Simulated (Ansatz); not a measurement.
Si (Fd-3m) from a database of computed structures: a one-shot G0W0 calculation in Ansatz (G0W0@PBE with 151 empty bands, a screening cutoff of 140 eV and a 4×4×4 mesh, norm-conserving potentials). The cell was relaxed beforehand with r2SCAN.

```yaml
crystal:
  lattice:
    - [0.0, 2.7221197378, 2.7221197378]
    - [2.7221197378, 0.0, 2.7221197378]
    - [2.7221197378, 2.7221197378, 0.0]
  atoms:
    - { symbol: Si, position: [0.25, 0.25, 0.25] }
    - { symbol: Si, position: [0.0, 0.0, 0.0] }
kpoints:
  mp_grid: { grid: [4, 4, 4] }
hamiltonian:
  xc: pbe
  pseudopotentials: { kind: nc }
scf:
  occupations: { method: fixed }
gw:
  n_empty_bands: 151
  ecut_chi: 140
  qp_bands: [v2, c2]
  qp_kpoints: band_edges
  screening: { model: contour_deformation }
```

Some lines of the output have been replaced by numbered gaps.
```
Functional definition: PBE
Crystal: 2 atoms, lattice volume = 40.341 Å³
[1]
Bands: 8, of which v1, the nominal top of the filled ones, is band 4 counted from 1 (3 counted from 0)
Symmetry: 48 space group operations
Space group: Fd-3m (ITA 227)
k-points: 8 of 64
preconditioner: auto → none  [insulator: Δε(μ)=1.030 eV  ℏωp=16.5 eV]
SCF converged after 6 iterations
Free energy (F): -230.053227 eV
Fermi energy:    6.199602 eV
--- G₀W₀: contour deformation, 7 samples at zero and on the imaginary axis and 2 off it, 64 q-points, 151 empty bands' worth ---
    ik  band        ε_KS         Σx   Σc(E_QP)       V_xc       Z   E_QP_lin       E_QP  E_QP is
     0     3      6.1996   -14.8652     1.0995   -13.2655  0.7628     5.6974     5.6995  root
     0     4      6.1996   -14.8652     1.0995   -13.2655  0.7628     5.6974     5.6995  root
     0     5  [2]
     0     6      8.7331    -6.9574    -4.4090   -11.4852  0.7575     8.8521     8.8518  root
     1     3  [3]
     1     4      5.4388   -14.7572     1.2986   -12.9564  0.7575     4.9339     4.9365  root
     1     5      8.1844    -7.7655    -4.3588   -12.2367  0.7642     8.2970     8.2968  root
     1     6      9.6763    -6.6651    -4.6916   -11.4691  0.7522     9.7890     9.7887  root
     2     3      5.0001   -15.0139     1.5494   -12.9388  0.7530     4.4709     4.4744  root
     2     4      5.0001   -15.0139     1.5494   -12.9388  0.7530     4.4709     4.4744  root
     2     5  [4]
     2     6  [5]
     3     3  [6]
     3     4      4.3122   -14.6346     1.7078   -12.4042  0.7460     3.7845     3.7895  root
     3     5      7.3158    -6.5120    -4.0244   -10.5447  0.7732     7.3241     7.3241  root
     3     6      9.3131    -5.4806    -4.6399   -10.1461  0.7577     9.3388     9.3387  root
     6     3      3.3532   -14.9737     2.2086   -12.2151  0.7326     2.7969     2.8032  root
     6     4      3.3532   -14.9737     2.2086   -12.2151  0.7326     2.7969     2.8032  root
     6     5  [7]
     6     6      6.9047    -5.9319    -3.9754    -9.8743  0.7787     6.8717     6.8717  root
     7     3  [8]
     7     4  [9]
     7     5     10.4610    -5.8161    -4.7246   -10.5072  0.7539    10.4275    10.4275  root
     7     6     10.4610    -5.8161    -4.7246   -10.5072  0.7539    10.4275    10.4275  root
```

The points are ik 0 = (0, 0, 0) (Γ), ik 1 = (0, 0, 1/4), ik 2 = (0, 0, -1/2), ik 3 = (0, 1/4, 1/4), ik 6 = (0, -1/2, -1/2), ik 7 = (1/4, -1/2, -1/4); band 4 is the last filled one.

**Question.** Give the withheld lines. They hold quasiparticle rows, cutoff and plane waves at Γ.

**Answer.**
```
[1]
Basis set: ecut = 489.804952 eV, 965 PW (Γ)
[2]
     0     5      8.7331    -6.9574    -4.4090   -11.4852  0.7575     8.8521     8.8518  root
[3]
     1     3      5.4388   -14.7572     1.2986   -12.9564  0.7575     4.9339     4.9365  root
[4]
     2     5      7.6945    -7.9276    -4.2318   -12.2605  0.7689     7.7957     7.7955  root
[5]
     2     6      9.5187    -5.8789    -4.6717   -10.6486  0.7654     9.6165     9.6167  root
[6]
     3     3      4.3122   -14.6346     1.7078   -12.4042  0.7460     3.7845     3.7895  root
[7]
     6     5      6.9047    -5.9319    -3.9754    -9.8743  0.7787     6.8717     6.8717  root
[8]
     7     3      2.3618   -14.1606     2.3441   -11.2724  0.7280     1.8223     1.8177  root
[9]
     7     4      2.3618   -14.1606     2.3441   -11.2724  0.7280     1.8223     1.8177  root
```
The trailing digits, and the zero of the energies, depend on the potentials and thresholds.

Over the mesh points the PBE gap of 0.71 eV becomes a quasiparticle gap of 1.17 eV (Γ to k = (0, -1/2, -1/2)), a change of +0.46 eV. Renormalisation factors Z lie between 0.73 and 0.78. G0W0 here is at a finite number of bands, screening cutoff and k mesh, not at the basis limit.

Run as `ansatz run input.yaml --threads 4 --pin off --max-ram 5529MiB --backend cpu --events-out ev --progress --plain --runs-dir out`. It took 2.8 s on 4 threads of Intel(R) Xeon(R) 6975P-C (Granite Rapids), on a shared host, load about 0.5 per core; peak host memory 0.4 GiB.

The values are computed, spin-unpolarised, and not measurements.

For so narrow a gap this mesh doesn't settle the screening, and the bands and cutoff are finite.
